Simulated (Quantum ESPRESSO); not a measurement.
# Mn (P6_3/mmc) in Quantum ESPRESSO: further runs

Runs on Mn. Level: PBEsol. Tasks: single point, equation of state.

Everything below comes from runs of Quantum ESPRESSO 7.5. Logs are shortened: lines on timing, memory, paths and dates and some standing lists are left out, and cuts for length are marked.

## Step 1: Starting point

The structure is hexagonal, space group P6_3/mmc (No. 194). The conventional cell has a = 2.484 Å, b = 2.484 Å, c = 4.026 Å, α = 90.00°, β = 90.00°, γ = 120.00°. Around Mn (site symmetry -6m2) lie 12 Mn at 2.47 to 2.48 Å.

This isn't the form of Mn at room conditions, which is a 58-atom cubic cell.

## Step 2: Single point, PBEsol, collinear spin, ferromagnetic start, 10.11 Å³/atom

Input file pw.in:

```
&CONTROL
  calculation = 'scf'
  prefix = 'pwscf'
  outdir = './tmp'
  pseudo_dir = './pseudo'
  tstress = .true.
  disk_io = 'nowf'
/
&SYSTEM
  ibrav = 0
  nat = 2
  ntyp = 1
  ecutwfc = 45
  ecutrho = 360
  nbnd = 25
  occupations = 'smearing'
  smearing = 'fd'
  degauss = 0.00367493
  nspin = 2
  starting_magnetization(1) = 0.2667
/
&ELECTRONS
  conv_thr = 4d-10
  electron_maxstep = 120
  mixing_beta = 0.3
/
ATOMIC_SPECIES
Mn    54.9380 mn_pbesol_v1.5.uspp.F.UPF
CELL_PARAMETERS angstrom
   2.4329448958    0.0000000000    0.0000000000
  -1.2164724479    2.1069920858    0.0000000000
   0.0000000000    0.0000000000    3.9440046930
ATOMIC_POSITIONS crystal
Mn     0.3333333333    0.6666666667    0.2500000000
Mn     0.6666666667    0.3333333333    0.7500000000
K_POINTS automatic
12 12 7 0 0 0
```

Potentials or basis: GBRV 1.5 PBEsol.

Command:

```
> OMP_NUM_THREADS=1 mpirun -n 2 pw.x -nk 2 -in pw.in > pw.out
```

pw.out:

```text
This program is part of the open-source Quantum ESPRESSO suite
     for quantum simulation of materials; please cite
[... 13 lines left out ...]
     --------------------
     sticks:   dense  smooth     PW     G-vecs:    dense   smooth      PW
     Sum         517     253     85                15681     5599    1087

     Using Slab Decomposition

     bravais-lattice index     =            0
     lattice parameter (alat)  =       4.5976  a.u.
     unit-cell volume          =     136.4361 (a.u.)^3
     number of atoms/cell      =            2
     number of atomic types    =            1
     number of electrons       =        30.00
     number of Kohn-Sham states=           25
     kinetic-energy cutoff     =      45.0000  Ry
     charge density cutoff     =     360.0000  Ry
     scf convergence threshold =      4.0E-10
     mixing beta               =       0.3000
     number of iterations used =            8  plain     mixing
     Exchange-correlation= SLA  PW   PSX  PSC
                           (   1   4  10   8   0   0   0)

     celldm(1)=   4.597600  celldm(2)=   0.000000  celldm(3)=   0.000000
     celldm(4)=   0.000000  celldm(5)=   0.000000  celldm(6)=   0.000000

     crystal axes: (cart. coord. in units of alat)
               a(1) = (   1.000000   0.000000   0.000000 )
               a(2) = (  -0.500000   0.866025   0.000000 )
               a(3) = (   0.000000   0.000000   1.621083 )

     reciprocal axes: (cart. coord. in units 2 pi/alat)
               b(1) = (  1.000000  0.577350 -0.000000 )
               b(2) = (  0.000000  1.154701  0.000000 )
               b(3) = (  0.000000 -0.000000  0.616872 )

     PseudoPot. # 1 for Mn read from file:
     mn_pbesol_v1.5.uspp.F.UPF
     Pseudo is Ultrasoft + core correction, Zval = 15.0
     Generated by new atomic code, or converted to UPF format
     Using radial grid of  859 points,  6 beta functions with:
                l(1) =   0
                l(2) =   0
                l(3) =   1
                l(4) =   1
                l(5) =   2
                l(6) =   2
     Q(r) pseudized with  8 coefficients,  rinner =    0.950   0.950   0.950
                                                       0.950   0.950

     atomic species   valence    mass     pseudopotential
     Mn               15.00    54.93800     Mn( 1.00)

     Starting magnetic structure
     atomic species   magnetization
     Mn              0.267

     24 Sym. Ops., with inversion, found (12 have fractional translation)

   Cartesian axes

     site n.     atom                  positions (alat units)
         1        Mn     tau(   1) = (  -0.0000000   0.5773503   0.4052707  )
         2        Mn     tau(   2) = (   0.5000000   0.2886751   1.2158120  )

     number of k points=    76  Fermi-Dirac smearing, width (Ry)=  0.0037
                       cart. coord. in units 2pi/alat
        k(    1) = (   0.0000000   0.0000000   0.0000000), wk =   0.0009921
        k(    2) = (   0.0000000   0.0000000   0.0881245), wk =   0.0019841
        k(    3) = (   0.0000000   0.0000000   0.1762491), wk =   0.0019841
        k(    4) = (   0.0000000   0.0000000   0.2643736), wk =   0.0019841
        k(    5) = (   0.0000000   0.0962250   0.0000000), wk =   0.0059524
        k(    6) = (   0.0000000   0.0962250   0.0881245), wk =   0.0119048
[... 68 lines left out ...]
        k(   75) = (   0.3333333   0.5773503   0.1762491), wk =   0.0039683
        k(   76) = (   0.3333333   0.5773503   0.2643736), wk =   0.0039683

     Dense  grid:    15681 G-vectors     FFT dimensions: (  27,  27,  48)

     Smooth grid:     5599 G-vectors     FFT dimensions: (  20,  20,  32)

     Check: negative core charge=   -0.000029
     Generating pointlists ...
     new r_m :   0.4105 (alat units)  1.8873 (a.u.) for type    1

     Initial potential from superposition of free atoms

     starting charge      28.9998, renormalised to      30.0000
     Starting wfcs are   26 randomized atomic wfcs

     Self-consistent Calculation

     iteration #  1     ecut=    45.00 Ry     beta= 0.30
     Davidson diagonalization with overlap
     ethr =  1.00E-02,  avg # of iterations =  5.1

     total energy              =    -421.65650203 Ry
     estimated scf accuracy    <       2.64328674 Ry

     total magnetization       =     2.92 Bohr mag/cell
     absolute magnetization    =     2.95 Bohr mag/cell

     iteration #  2     ecut=    45.00 Ry     beta= 0.30
     Davidson diagonalization with overlap
     ethr =  8.81E-03,  avg # of iterations =  1.9

     total energy              =    -422.03937346 Ry
     estimated scf accuracy    <       0.09547121 Ry

     total magnetization       =     4.02 Bohr mag/cell
     absolute magnetization    =     4.03 Bohr mag/cell

     iteration #  3     ecut=    45.00 Ry     beta= 0.30
     Davidson diagonalization with overlap
     ethr =  3.18E-04,  avg # of iterations =  2.3

     total energy              =    -422.08573282 Ry
     estimated scf accuracy    <       0.06018699 Ry

     total magnetization       =     3.56 Bohr mag/cell
     absolute magnetization    =     3.57 Bohr mag/cell

     iteration #  4     ecut=    45.00 Ry     beta= 0.30
     Davidson diagonalization with overlap
     ethr =  2.01E-04,  avg # of iterations =  1.3

     total energy              =    -422.13440236 Ry
     estimated scf accuracy    <       0.02462632 Ry

     total magnetization       =     1.82 Bohr mag/cell
     absolute magnetization    =     1.86 Bohr mag/cell

     iteration #  5     ecut=    45.00 Ry     beta= 0.30
     Davidson diagonalization with overlap
     ethr =  8.21E-05,  avg # of iterations =  2.0

     total energy              =    -422.08047730 Ry
     estimated scf accuracy    <       0.01624134 Ry
[... 78 lines left out ...]
     total energy              =    -422.15949271 Ry
     estimated scf accuracy    <       0.00000016 Ry

     total magnetization       =    -0.00 Bohr mag/cell
     absolute magnetization    =     0.00 Bohr mag/cell

     iteration # 14     ecut=    45.00 Ry     beta= 0.30
     Davidson diagonalization with overlap
     ethr =  5.43E-10,  avg # of iterations =  1.7

     total energy              =    -422.15949289 Ry
     estimated scf accuracy    <       0.00000001 Ry

     total magnetization       =    -0.00 Bohr mag/cell
     absolute magnetization    =     0.00 Bohr mag/cell

     iteration # 15     ecut=    45.00 Ry     beta= 0.30
     Davidson diagonalization with overlap
     ethr =  4.64E-11,  avg # of iterations =  1.6

     total energy              =    -422.15949290 Ry
     estimated scf accuracy    <          3.1E-09 Ry

     total magnetization       =    -0.00 Bohr mag/cell
     absolute magnetization    =     0.00 Bohr mag/cell

     iteration # 16     ecut=    45.00 Ry     beta= 0.30
     Davidson diagonalization with overlap
     ethr =  1.03E-11,  avg # of iterations =  1.9

     Magnetic moment per site  (integrated on atomic sphere of radius R)
     atom   1 (R=0.410)  charge= 13.3757  magn= -0.0000
     atom   2 (R=0.410)  charge= 13.3757  magn= -0.0000

     End of self-consistent calculation

     Number of k-points >= 100: set verbosity='high' to print the bands.

     the Fermi energy is    21.3434 ev

!    total energy              =    -422.15949290 Ry
     estimated scf accuracy    <          1.6E-10 Ry
     smearing contrib. (-TS)   =      -0.00147355 Ry
     internal energy E=F+TS    =    -422.15801935 Ry

     The total energy is F=E-TS. E is the sum of the following terms:
     one-electron contribution =    -143.82441764 Ry
     hartree contribution      =      92.36043982 Ry
     xc contribution           =     -52.61833670 Ry
     ewald contribution        =    -318.07570484 Ry

     total magnetization       =    -0.00 Bohr mag/cell
     absolute magnetization    =     0.00 Bohr mag/cell

     convergence has been achieved in  16 iterations

     Computing stress (Cartesian axis) and pressure

          total   stress  (Ry/bohr**3)                   (kbar)     P=       65.13
   0.00045530  -0.00000000   0.00000000           66.98       -0.00        0.00
   0.00000000   0.00045530   0.00000000            0.00       66.98        0.00
   0.00000000   0.00000000   0.00041759            0.00        0.00       61.43

=------------------------------------------------------------------------------=
   JOB DONE.
=------------------------------------------------------------------------------=
```

It took 19 s on 2 MPI ranks of Intel Xeon Platinum 8488C (Sapphire Rapids), shared host; peak memory 0.2 GiB.

What came out:

* Free energy: -5743.7725 eV
* Pressure: 6.5 GPa
* Band gap on the k mesh: none (metal or under the smearing width)
* Net moment: 0.00 μB per cell
* Absolute moment: 0.00 μB per cell
* Valence electrons inside the program's atomic spheres: Mn 13.38

Caveat: the starting moments collapsed, and a magnetic state may lie lower.

## Step 3: Single point, PBEsol, collinear spin, ferromagnetic start, 10.32 Å³/atom

Edit pw.in of step 2 so:

```diff
@@ -29,5 +29,5 @@
 CELL_PARAMETERS angstrom
-   2.4329448958    0.0000000000    0.0000000000
-  -1.2164724479    2.1069920858    0.0000000000
-   0.0000000000    0.0000000000    3.9440046930
+   2.4500788750    0.0000000000    0.0000000000
+  -1.2250394376    2.1218305471    0.0000000000
+   0.0000000000    0.0000000000    3.9717802890
 ATOMIC_POSITIONS crystal
```

Potentials or basis: GBRV 1.5 PBEsol.

Command:

```
> OMP_NUM_THREADS=1 mpirun -n 2 pw.x -nk 2 -in pw.in > pw.out
```

It took 21 s on 2 MPI ranks of Intel Xeon Platinum 8488C (Sapphire Rapids), shared host; peak memory 0.2 GiB.

Results (log left out):

| Property | Result |
| --- | --- |
| Free energy | -5743.7816 eV |
| Pressure | -0.3 GPa |
| Band gap on the k mesh | none (metal or under the smearing width) |
| Net moment | 0.00 μB per cell |
| Absolute moment | 0.00 μB per cell |
| Valence electrons inside the program's atomic spheres | Mn 13.39 |

Caveat: the starting moments collapsed, and a magnetic state may lie lower.

## Step 4: Single point, PBEsol, collinear spin, ferromagnetic start, 10.54 Å³/atom

Edit pw.in of step 3 so:

```diff
@@ -29,5 +29,5 @@
 CELL_PARAMETERS angstrom
-   2.4500788750    0.0000000000    0.0000000000
-  -1.2250394376    2.1218305471    0.0000000000
-   0.0000000000    0.0000000000    3.9717802890
+   2.4669765047    0.0000000000    0.0000000000
+  -1.2334882524    2.1364643236    0.0000000000
+   0.0000000000    0.0000000000    3.9991727429
 ATOMIC_POSITIONS crystal
```

Command:

```
> OMP_NUM_THREADS=1 mpirun -n 2 pw.x -nk 2 -in pw.in > pw.out
```

It took 22 s on 2 MPI ranks of Intel Xeon Platinum 8488C (Sapphire Rapids), shared host; peak memory 0.2 GiB.

It converged, with:

```
Free energy                                           : -5743.7734 eV
Pressure                                              : -6.4 GPa
Band gap on the k mesh                                : none (metal or under the smearing width)
Net moment                                            : 0.00 μB per cell
Absolute moment                                       : 0.00 μB per cell
Valence electrons inside the program's atomic spheres : Mn 13.41
```

Caveat: the starting moments collapsed, and a magnetic state may lie lower.

## Step 5: Single point, PBEsol, collinear spin, ferromagnetic start, 10.75 Å³/atom

Edit pw.in of step 4 so:

```diff
@@ -29,5 +29,5 @@
 CELL_PARAMETERS angstrom
-   2.4669765047    0.0000000000    0.0000000000
-  -1.2334882524    2.1364643236    0.0000000000
-   0.0000000000    0.0000000000    3.9991727429
+   2.4836457705    0.0000000000    0.0000000000
+  -1.2418228853    2.1509003313    0.0000000000
+   0.0000000000    0.0000000000    4.0261950000
 ATOMIC_POSITIONS crystal
```

Command:

```
> OMP_NUM_THREADS=1 mpirun -n 2 pw.x -nk 2 -in pw.in > pw.out
```

It took 31 s on 2 MPI ranks of Intel Xeon Platinum 8488C (Sapphire Rapids), shared host; peak memory 0.2 GiB.

Results (log left out):

```yaml
Free_energy: -5743.7496 eV
Pressure: -11.9 GPa
Band_gap_on_the_k_mesh: none (metal or under the smearing width)
Net_moment: 0.00 μB per cell
Absolute_moment: 0.00 μB per cell
Valence_electrons_inside_the_program's_atomic_spheres: Mn 13.42
```

Caveat: the starting moments collapsed, and a magnetic state may lie lower.

## Step 6: Single point, PBEsol, collinear spin, ferromagnetic start, 10.97 Å³/atom

Edit pw.in of step 5 so:

```diff
@@ -29,5 +29,5 @@
 CELL_PARAMETERS angstrom
-   2.4836457705    0.0000000000    0.0000000000
-  -1.2418228853    2.1509003313    0.0000000000
-   0.0000000000    0.0000000000    4.0261950000
+   2.5000942351    0.0000000000    0.0000000000
+  -1.2500471176    2.1651451195    0.0000000000
+   0.0000000000    0.0000000000    4.0528593201
 ATOMIC_POSITIONS crystal
```

Potentials or basis: GBRV 1.5 PBEsol.

Command:

```
> OMP_NUM_THREADS=1 mpirun -n 2 pw.x -nk 2 -in pw.in > pw.out
```

Run time: 32 s. Hardware: 2 MPI ranks of Intel Xeon Platinum 8488C (Sapphire Rapids), shared host; peak memory 0.2 GiB.

The run converged. Its results:

```
Free energy                                           : -5743.7120 eV
Pressure                                              : -16.8 GPa
Band gap on the k mesh                                : none (metal or under the smearing width)
Net moment                                            : 0.00 μB per cell
Absolute moment                                       : 0.00 μB per cell
Valence electrons inside the program's atomic spheres : Mn 13.43
```

Caveat: the starting moments collapsed, and a magnetic state may lie lower.

## Step 7: Single point, PBEsol, collinear spin, ferromagnetic start, 11.18 Å³/atom

Edit pw.in of step 6 so:

```diff
@@ -29,5 +29,5 @@
 CELL_PARAMETERS angstrom
-   2.5000942351    0.0000000000    0.0000000000
-  -1.2500471176    2.1651451195    0.0000000000
-   0.0000000000    0.0000000000    4.0528593201
+   2.5163290681    0.0000000000    0.0000000000
+  -1.2581645341    2.1792048973    0.0000000000
+   0.0000000000    0.0000000000    4.0791773259
 ATOMIC_POSITIONS crystal
```

Command:

```
> OMP_NUM_THREADS=1 mpirun -n 2 pw.x -nk 2 -in pw.in > pw.out
```

It took 38 s on 2 MPI ranks of Intel Xeon Platinum 8488C (Sapphire Rapids), shared host; peak memory 0.2 GiB.

Results (log left out):

```
Free energy                                           : -5743.6620 eV
Pressure                                              : -21.1 GPa
Band gap on the k mesh                                : none (metal or under the smearing width)
Net moment                                            : 0.00 μB per cell
Absolute moment                                       : 0.00 μB per cell
Valence electrons inside the program's atomic spheres : Mn 13.45
```

Caveat: the starting moments collapsed, and a magnetic state may lie lower.

## Step 8: Single point, PBEsol, collinear spin, ferromagnetic start, 11.40 Å³/atom

Edit pw.in of step 7 so:

```diff
@@ -29,5 +29,5 @@
 CELL_PARAMETERS angstrom
-   2.5163290681    0.0000000000    0.0000000000
-  -1.2581645341    2.1792048973    0.0000000000
-   0.0000000000    0.0000000000    4.0791773259
+   2.5323570740    0.0000000000    0.0000000000
+  -1.2661785370    2.1930855575    0.0000000000
+   0.0000000000    0.0000000000    4.1051600476
 ATOMIC_POSITIONS crystal
```

Command:

```
> OMP_NUM_THREADS=1 mpirun -n 2 pw.x -nk 2 -in pw.in > pw.out
```

Run time: 33 s. Hardware: 2 MPI ranks of Intel Xeon Platinum 8488C (Sapphire Rapids), shared host; peak memory 0.22 GiB.

It converged, with:

| Item | Value |
| --- | --- |
| Free energy | -5743.6010 eV |
| Pressure | -25.0 GPa |
| Band gap on the k mesh | none (metal or under the smearing width) |
| Net moment | 0.00 μB per cell |
| Absolute moment | 0.00 μB per cell |
| Valence electrons inside the program's atomic spheres | Mn 13.46 |

Caveat: the starting moments collapsed, and a magnetic state may lie lower.

## Step 9: Equation of state, PBEsol, collinear spin, ferromagnetic start

Potentials or basis: GBRV 1.5 PBEsol.

This step only gathers the single runs of the series.

What came out:

- Equilibrium volume: 10.33 Å³/atom
- Bulk modulus at fixed shape and positions: 310 GPa
- Pressure derivative of the bulk modulus: 4.5

Energy against volume, from the lowest point:
```csv
volume (Å³/atom),energy (meV/atom)
10.109,4.57
10.324,0.00
10.539,4.11
10.754,16.00
10.969,34.81
11.184,59.81
11.399,90.34
```

Caveat: the cell was scaled at fixed shape and fractional positions, which overstates the stiffness of a crystal with free parameters, most of all of layers and chains.
